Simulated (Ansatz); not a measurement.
HfO2:

```
Hf O
1.0
     5.08032    0.00000    0.00000
     0.00000    5.16487    0.00000
     0.00000    0.00000    4.89088
Hf O
4 8
Direct
  0.22259 0.78180 0.27207
  0.72259 0.71820 0.72793
  0.77741 0.21820 0.27207
  0.27741 0.28180 0.72793
  0.18682 0.16365 0.10453
  0.68682 0.33635 0.89547
  0.81318 0.83635 0.10453
  0.31318 0.66365 0.89547
  0.00000 0.50000 0.48905
  0.50000 0.00000 0.51095
  0.00000 0.00000 0.57562
  0.50000 0.50000 0.42438
```

The cell comes from a database or a generator and needn't be the stable form of this composition.

* Program: Ansatz 0.2.0
* Task: relaxation of cell and atoms
* Functional: PBE
* Potentials or basis: Ansatz PAW
* Cutoff: 420 eV (not typed: the program's choice for these potentials)
* k mesh: 5 × 5 × 6
* Occupations: fermi-dirac, width 0.05 eV
* Spin: no spin polarisation
* Hubbard terms: Hf d U = 3.5 eV

At the start: volume 10.69 Å³/atom.

Where does the relaxation end?

It ends after 11 steps and the volume is 11.37 Å³/atom (+6.3 %); space group P-42_1m (No. 113, to 0.05 Å).

Step by step:
```tsv
step	energy change (eV)	largest force (eV/Å)	volume (Å³)
1	0.0000	0.4107	128.33
2	-0.2626	0.2748	137.81
3	-0.2956	0.1902	136.06
4	-0.3021	0.0899	135.90
5	-0.3053	0.0143	135.93
6	-0.3059	0.0057	135.95
7	-0.3061	0.0010	135.95
8	-0.3606	0.0049	135.95
9	-0.3597	0.0076	136.33
10	-0.3595	0.0018	136.38
11	-0.3616	0.0019	136.38
```

Final structure:
```yaml
crystal:
  lattice:
    - [5.22735, 0.00000, 0.00000]
    - [0.00000, 5.23347, 0.00000]
    - [0.00000, 0.00000, 4.98532]
  atoms:
    - { symbol: Hf, position: [0.21824, 0.78200, 0.27161] }
    - { symbol: Hf, position: [0.71824, 0.71800, 0.72839] }
    - { symbol: Hf, position: [0.78176, 0.21800, 0.27161] }
    - { symbol: Hf, position: [0.28176, 0.28200, 0.72839] }
    - { symbol: O, position: [0.17427, 0.17278, 0.10408] }
    - { symbol: O, position: [0.67427, 0.32722, 0.89592] }
    - { symbol: O, position: [0.82573, 0.82722, 0.10408] }
    - { symbol: O, position: [0.32573, 0.67278, 0.89592] }
    - { symbol: O, position: [0.00000, 0.50000, 0.49933] }
    - { symbol: O, position: [0.50000, 0.00000, 0.50067] }
    - { symbol: O, position: [0.00000, 0.00000, 0.57295] }
    - { symbol: O, position: [0.50000, 0.50000, 0.42705] }
```

Caveat: the plane-wave basis is chosen anew once the cell has moved, so the energies of steps on either side of that aren't comparable; the pressure holds a Pulay correction of +0.8 GPa for the finite cutoff.
